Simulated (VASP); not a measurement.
# V (P6_3/mmc) in VASP: further runs

The runs below take V through single point, with PBE.

Program: VASP 6.6.1. These are calculated values, not measurements. Logs are shortened: lines on timing, memory, paths and dates and some standing lists are left out, and cuts for length are marked.

## (1) Starting point

The structure is hexagonal, space group P6_3/mmc (No. 194). The conventional cell has a = 2.604 Å, b = 2.604 Å, c = 4.723 Å, α = 90.00°, β = 90.00°, γ = 120.00°. Around V (site symmetry -6m2) lie 12 V at 2.60 to 2.80 Å.

This isn't the form of V at room conditions, which is bcc.

## (2) Single point, PBE, collinear spin, ferromagnetic start

File INCAR:

```
  PREC = Normal
  ENCUT = 460
  EDIFF = 1E-4
  ISMEAR = 0
  SIGMA = 0.1
  LREAL = Auto
  LASPH = T
  NELM = 100
  ALGO = Normal
  ISIF = 2
  LWAVE = F
  LCHARG = F
  ISPIN = 2
  MAGMOM = 2 2
  LORBIT = 11
  LMAXMIX = 4
  GGA = PE
  ADDGRID = F
```

File KPOINTS:

```
Automatic mesh
0
Gamma
  15 15 8
```

File POSCAR:

```
V
1.0
    2.6042941027      0.0000000000      0.0000000000
   -1.3021470513      2.2553848518      0.0000000000
    0.0000000000      0.0000000000      4.7233360000
V
2
Direct
    0.3333333333      0.6666666667      0.2500000000
    0.6666666667      0.3333333333      0.7500000000
```

Potentials or basis: VASP PAW PBE potentials, release 64 (V_sv).

The run is started by

```sh
cat potpaw_PBE.64/V_sv/POTCAR > POTCAR
mpirun -np 1 vasp_std > vasp.out
```

OUTCAR:

```text
PREC = Normal
   ENCUT = 460
   EDIFF = 1E-4
   ISMEAR = 0
   LREAL = Auto
   LASPH = T
   NELM = 100
   ISIF = 2
   ISPIN = 2
   LORBIT = 11
   GGA = PE

 Found    135 irreducible k-points:

 Following reciprocal coordinates:
            Coordinates               Weight
  0.000000  0.000000  0.000000      1.000000
  0.066667 -0.000000  0.000000      6.000000
  0.133333 -0.000000  0.000000      6.000000
  0.200000 -0.000000  0.000000      6.000000
  0.266667 -0.000000  0.000000      6.000000
  0.333333 -0.000000  0.000000      6.000000
   k-points           NKPTS =    135   k-points in BZ     NKDIM =    135   number of bands    NBANDS=     19
   number of dos      NEDOS =    301   number of ions     NIONS =      2
   total plane-waves  NPLWV =   5488
   dimension x,y,z NGX =    14 NGY =   14 NGZ =   28
   dimension x,y,z NGXF=    28 NGYF=   28 NGZF=   56
   ions per type =               2
   NGX,Y,Z   is equivalent  to a cutoff of   8.94,  8.94,  9.86 a.u.
   NGXF,Y,Z  is equivalent  to a cutoff of  17.87, 17.87, 19.71 a.u.
 SYSTEM =  unknown system
   PREC   = normal    normal or accurate (medium, high low for compatibility)
   ISTART =      0    job   : 0-new  1-cont  2-samecut
   ICHARG =      2    charge: 1-file 2-atom 10-const
   ISPIN  =      2    spin polarized calculation?
   LNONCOLLINEAR =      F non collinear calculations
   LSORBIT =      F    spin-orbit coupling
   LASPH  =      T    aspherical Exc in radial PAW
   ENCUT  =  460.0 eV  33.81 Ry    5.81 a.u.   4.55  4.55  8.26*2*pi/ulx,y,z
   NELM   =    100;   NELMIN=  2; NELMDL= -5     # of ELM steps
   EDIFF  = 0.1E-03   stopping-criterion for ELM
   LREAL  =      T    real-space projection
   EDIFFG = 0.1E-02   stopping-criterion for IOM
   NSW    =      0    number of steps for IOM
   IBRION =     -1    ionic relax: 0-MD 1-quasi-New 2-CG
   NFREE  =      0    steps in history (QN), initial steepest desc. (CG)
   ISIF   =      2    stress and relaxation
   ISYM   =      2    0-nonsym 1-usesym 2-fastsym
   POTIM  = 0.5000    time-step for ionic-motion
   TEBEG  =    0.0;   TEEND  =   0.0 temperature during run
   PSTRESS=    0.0 pullay stress
   NELECT =      26.0000    total number of electrons
   NUPDOWN=      -1.0000    fix difference up-down
   EMIN   =  10.00;   EMAX   =-10.00  energy-range for DOS
   EFERMI =   0.00;   METHOD = LEGACY
   ISMEAR =     0;   SIGMA  =   0.10  broadening in eV -4-tet -1-fermi 0-gaus
   EFERMI_NEDOS =   21; number of points for ismear=-14 and -15
   IALGO  =     38    algorithm
   IMIX   =      4    mixing-type and parameters
     AMIX     =   0.40;   BMIX     =  1.00
     AMIX_MAG =   1.60;   BMIX_MAG =  1.00
  volume/ion in A,a.u.               =      13.87        93.61
  Fermi-wavevector in a.u.,A,eV,Ry     =   1.602062  3.027459 34.920768  2.566604
  Thomas-Fermi vector in A             =   2.698942
   LORBIT       =     11    0 simple, 1 ext, 2 COOP (PROOUT), +10 PAW based schemes
   GGA     = PE    functional components
   LHFCALC =     F    Hartree Fock is set to
   AEXX    =    0.0000 exact exchange contribution
   IVDW    =     0    specifies the selected vdW correction
   LEPSILON=     F    determine dielectric tensor
   LRPA    =     F    only Hartree local field effects (RPA)
 spin polarized calculation
 Gauss-broadening in eV      SIGMA  =   0.10
  energy-cutoff  :      460.00
  volume of cell :       27.74
 maximum number of plane-waves:       646
   NGX =  9   NGY =  9   NGZ = 17

 number of electron      25.9999927 magnetization       0.0040141

 Free energy of the ion-electron system (eV)
  ---------------------------------------------------
  ext. energy  EPLUGINS =         0.00000000
  ---------------------------------------------------
  free energy    TOTEN  =       -17.48794846 eV

  energy without entropy =      -17.46929883  energy(sigma->0) =      -17.47862364

 E-fermi :   9.6966     XC(G=0): -12.7275

 val. band max:        9.6927505113   @ k =   0.2667   0.0667   0.5000
 cond. band min:       9.6985991870   @ k =   0.3333   0.2000   0.3750
 fundamental gap:      0.0058486756
 Fermi energy:         9.6965634232

 spin component 1

 k-point     1 :       0.0000    0.0000    0.0000
  band No.  band energies     occupation
      1     -54.3293      1.00000
      2     -54.2226      1.00000
      3     -28.4292      1.00000
      4     -27.7974      1.00000
      5     -27.6620      1.00000
      6     -27.6620      1.00000
      7     -27.6050      1.00000
      8     -27.6050      1.00000
      9       2.8459      1.00000
     10       6.2631      1.00000
     11       9.1108      1.00000
     12       9.4560      0.99967
     13      10.0256      0.00000
     14      10.0256      0.00000
     15      10.3376      0.00000
     16      10.3376      0.00000
     17      11.5283      0.00000
     18      11.5283      0.00000
     19      12.5707      0.00000

 k-point     2 :       0.0667   -0.0000    0.0000
  band No.  band energies     occupation
      1     -54.3214      1.00000
      2     -54.2168      1.00000
      3     -28.4175      1.00000
      4     -27.7982      1.00000
      5     -27.6998      1.00000
      6     -27.6721      1.00000
      7     -27.6435      1.00000
      8     -27.6120      1.00000
      9       3.0044      1.00000
     10       6.4033      1.00000
     11       9.1502      1.00000
     12       9.2312      1.00000
     13       9.9463      0.00021
     14      10.1368      0.00000
     15      10.2494      0.00000
     16      10.4430      0.00000
     17      11.3927      0.00000
     18      11.4559      0.00000
     19      12.5916      0.00000

 k-point     3 :       0.1333   -0.0000    0.0000
  band No.  band energies     occupation
      1     -54.2987      1.00000
      2     -54.2002      1.00000
      3     -28.3826      1.00000
      4     -27.8061      1.00000
      5     -27.8003      1.00000
      6     -27.7501      1.00000
      7     -27.7000      1.00000
      8     -27.6319      1.00000
      9       3.4637      1.00000
     10       6.7851      1.00000
     11       8.7398      1.00000
     12       9.1657      1.00000
     13       9.7932      0.08579
     14      10.0924      0.00000
     15      10.4605      0.00000
     16      10.7487      0.00000
     17      11.0765      0.00000
     18      11.2705      0.00000
     19      12.6327      0.00000

 k-point     4 :       0.2000   -0.0000    0.0000
  band No.  band energies     occupation
      1     -54.2649      1.00000
      2     -54.1761      1.00000
      3     -28.3292      1.00000
      4     -27.9631      1.00000
      5     -27.9043      1.00000
      6     -27.8058      1.00000
      7     -27.7403      1.00000
      8     -27.6622      1.00000
      9       4.1720      1.00000
     10       7.2548      1.00000
     11       8.2097      1.00000
     12       9.0241      1.00000
     13       9.5299      0.99078
     14      10.3031      0.00000
     15      10.6613      0.00000
     16      10.9660      0.00000
     17      11.0305      0.00000
     18      11.2212      0.00000
     19      12.6637      0.00000

 k-point     5 :       0.2667   -0.0000    0.0000
  band No.  band energies     occupation
      1     -54.2250      1.00000
      2     -54.1490      1.00000
      3     -28.2631      1.00000
      4     -28.1422      1.00000
      5     -28.0765      1.00000
      6     -27.8166      1.00000
      7     -27.7853      1.00000
      8     -27.6971      1.00000
      9       5.0317      1.00000
     10       7.4657      1.00000
     11       7.7435      1.00000
     12       8.9837      1.00000
     13       9.3452      1.00000
     14      10.2187      0.00000
     15      10.7849      0.00000
     16      10.8866      0.00000
     17      11.5976      0.00000
     18      11.8028      0.00000
     19      12.6742      0.00000

 k-point     6 :       0.3333   -0.0000    0.0000
  band No.  band energies     occupation
      1     -54.1853      1.00000
      2     -54.1242      1.00000
      3     -28.3125      1.00000
      4     -28.2374      1.00000
      5     -28.1925      1.00000
      6     -27.8343      1.00000
      7     -27.8276      1.00000
      8     -27.7309      1.00000
      9       5.8725      1.00000
     10       7.3033      1.00000
     11       7.3809      1.00000
     12       8.9345      1.00000
     13       9.6410      0.78403
     14       9.8183      0.04251
     15      10.5703      0.00000
     16      11.7237      0.00000
     17      12.2659      0.00000
     18      12.4092      0.00000
     19      12.6686      0.00000

 [... further k-points ...]

 spin component 2

 k-point     1 :       0.0000    0.0000    0.0000
  band No.  band energies     occupation
      1     -54.3275      1.00000
      2     -54.2208      1.00000
      3     -28.4277      1.00000
      4     -27.7959      1.00000
      5     -27.6603      1.00000
      6     -27.6603      1.00000
      7     -27.6032      1.00000
      8     -27.6032      1.00000
      9       2.8471      1.00000
     10       6.2648      1.00000
     11       9.1126      1.00000
     12       9.4571      0.99965
     13      10.0272      0.00000
     14      10.0272      0.00000
     15      10.3393      0.00000
     16      10.3393      0.00000
     17      11.5294      0.00000
     18      11.5294      0.00000
     19      12.5718      0.00000

 k-point     2 :       0.0667   -0.0000    0.0000
  band No.  band energies     occupation
      1     -54.3196      1.00000
      2     -54.2150      1.00000
      3     -28.4160      1.00000
      4     -27.7967      1.00000
      5     -27.6980      1.00000
      6     -27.6703      1.00000
      7     -27.6417      1.00000
      8     -27.6102      1.00000
      9       3.0056      1.00000
     10       6.4049      1.00000
     11       9.1520      1.00000
     12       9.2323      1.00000
     13       9.9480      0.00019
     14      10.1384      0.00000
     15      10.2511      0.00000
     16      10.4447      0.00000
     17      11.3938      0.00000
     18      11.4570      0.00000
     19      12.5927      0.00000

 k-point     3 :       0.1333   -0.0000    0.0000
  band No.  band energies     occupation
      1     -54.2969      1.00000
      2     -54.1984      1.00000
      3     -28.3811      1.00000
      4     -27.8043      1.00000
      5     -27.7988      1.00000
      6     -27.7484      1.00000
      7     -27.6982      1.00000
      8     -27.6301      1.00000
      9       3.4649      1.00000
     10       6.7867      1.00000
     11       8.7408      1.00000
     12       9.1675      1.00000
     13       9.7949      0.08216
     14      10.0941      0.00000
     15      10.4622      0.00000
     16      10.7504      0.00000
     17      11.0776      0.00000
     18      11.2716      0.00000
     19      12.6339      0.00000

 k-point     4 :       0.2000   -0.0000    0.0000
  band No.  band energies     occupation
      1     -54.2631      1.00000
      2     -54.1743      1.00000
      3     -28.3277      1.00000
      4     -27.9613      1.00000
      5     -27.9025      1.00000
      6     -27.8043      1.00000
      7     -27.7385      1.00000
      8     -27.6604      1.00000
      9       4.1732      1.00000
     10       7.2564      1.00000
     11       8.2107      1.00000
     12       9.0259      1.00000
     13       9.5316      0.99016
     14      10.3049      0.00000
     15      10.6624      0.00000
     16      10.9677      0.00000
     17      11.0316      0.00000
     18      11.2229      0.00000
     19      12.6648      0.00000

 k-point     5 :       0.2667   -0.0000    0.0000
  band No.  band energies     occupation
      1     -54.2232      1.00000
      2     -54.1472      1.00000
      3     -28.2617      1.00000
      4     -28.1404      1.00000
      5     -28.0748      1.00000
      6     -27.8151      1.00000
      7     -27.7836      1.00000
      8     -27.6953      1.00000
      9       5.0329      1.00000
     10       7.4673      1.00000
     11       7.7446      1.00000
     12       8.9853      1.00000
     13       9.3470      1.00000
     14      10.2198      0.00000
     15      10.7860      0.00000
     16      10.8884      0.00000
     17      11.5993      0.00000
     18      11.8045      0.00000
     19      12.6753      0.00000

 k-point     6 :       0.3333   -0.0000    0.0000
  band No.  band energies     occupation
      1     -54.1836      1.00000
      2     -54.1224      1.00000
      3     -28.3108      1.00000
      4     -28.2357      1.00000
      5     -28.1910      1.00000
      6     -27.8328      1.00000
      7     -27.8259      1.00000
      8     -27.7291      1.00000
      9       5.8738      1.00000
     10       7.3049      1.00000
     11       7.3820      1.00000
     12       8.9361      1.00000
     13       9.6428      0.77633
     14       9.8194      0.04115
     15      10.5714      0.00000
     16      11.7254      0.00000
     17      12.2676      0.00000
     18      12.4109      0.00000
     19      12.6697      0.00000

 [... further k-points ...]
[... 5 lines left out ...]
  --------------------------------------------------------------------------------------
  -------------------------------------------------------------------------------------
  Total       -0.0270181     -0.0270181     -0.3705036     -0.0000000      0.0000000     -0.0000000
  in kB       -1.5602912     -1.5602912    -21.3965374     -0.0000000      0.0000000     -0.0000000
  external PRESSURE =      -8.1723732 kB  Pullay stress =       0.0000000 kB

 VOLUME and BASIS-vectors are now :
 -----------------------------------------------------------------------------
  energy-cutoff  :      460.00
  volume of cell :       27.74
      direct lattice vectors                 reciprocal lattice vectors
     2.604294103  0.000000000  0.000000000     0.383981210  0.221691655  0.000000000
    -1.302147051  2.255384852  0.000000000     0.000000000  0.443383310  0.000000000
     0.000000000  0.000000000  4.723336000     0.000000000  0.000000000  0.211714771

 POSITION                                       TOTAL-FORCE (eV/Angst)
 -----------------------------------------------------------------------------------
     -0.00000      1.50359      1.18083        -0.000000     -0.000000      0.000000
      1.30215      0.75179      3.54250         0.000000      0.000000      0.000000
 -----------------------------------------------------------------------------------
    total drift:                                0.000000     -0.000000      0.000000

  FREE ENERGIE OF THE ION-ELECTRON SYSTEM (eV)
  ---------------------------------------------------
  free  energy   TOTEN  =       -17.4879484573 eV

  energy  without entropy=      -17.4692988300  energy(sigma->0) =      -17.47862364

 total charge

# of ion       s       p       d       tot
------------------------------------------
    1        2.343   6.210   3.076  11.628
    2        2.343   6.210   3.076  11.628
--------------------------------------------------
tot          4.686  12.420   6.151  23.257

 magnetization (x)

# of ion       s       p       d       tot
------------------------------------------
    1        0.000   0.000   0.001   0.001
    2        0.000   0.000   0.001   0.001
--------------------------------------------------
tot          0.000   0.000   0.002   0.002
```

Wall time 52 s (1 thread of Intel Xeon Platinum 8488C (Sapphire Rapids), shared host); peak memory 0.17 GiB.

These settings aren't checked as converged: the numbers below hold their error.

Results:

| Item | Value |
| --- | --- |
| Free energy | -17.4879 eV |
| Pressure | -0.8 GPa |
| Band gap on the k mesh | none (metal or under the smearing width) |
| Net moment | 0.00 μB per cell |
| Valence electrons inside the program's atomic spheres | V 11.63 |

## (3) Single point, PBE, collinear spin, ferromagnetic start

INCAR is that of step 2.

KPOINTS is that of step 2.

File POSCAR:

```
V
1.0
    2.6042941027      0.0000000000      0.0000000000
   -1.3021470513      2.2553848518      0.0000000000
    0.0000000000      0.0000000000      4.7233360000
V
2
Direct
    0.3610050000      0.6924900000      0.2406650000
    0.6997010000      0.3498080000      0.7667620000
```

Potentials or basis: VASP PAW PBE potentials, release 64 (V_sv).

The run is started by

```sh
cat potpaw_PBE.64/V_sv/POTCAR > POTCAR
mpirun -np 1 vasp_std > vasp.out
```

It took 5.3 min on 1 thread of Intel Xeon Platinum 8488C (Sapphire Rapids), shared host; peak memory 0.51 GiB.

The run converged, but some of its settings lie outside the range that counts as converged, so its numbers aren't taken as properties of the crystal.

Results:

| Property | Result |
| --- | --- |
| Free energy | -17.4160 eV |
| Pressure | 0.2 GPa |
| Largest force | 1.187 eV/Å |
| Band gap on the k mesh | none (metal or under the smearing width) |
| Net moment | 0.03 μB per cell |
| Valence electrons inside the program's atomic spheres | V 11.64 |

## (4) For comparison

An earlier run on the cell as given: functional PBE; potentials or basis VASP PAW PBE potentials, release 64 (V_sv); cutoff 520 eV; k mesh 12 × 12 × 6; occupations fermi-dirac, width 0.05 eV; collinear spin, ferromagnetic start; starting moments [2.0, 2.0] μB.

* Pressure: -0.3 GPa
* Band gap on the k mesh: none (metal or under the smearing width)
* Net moment: 0.00 μB per cell
* Valence electrons inside the program's atomic spheres: V 11.63
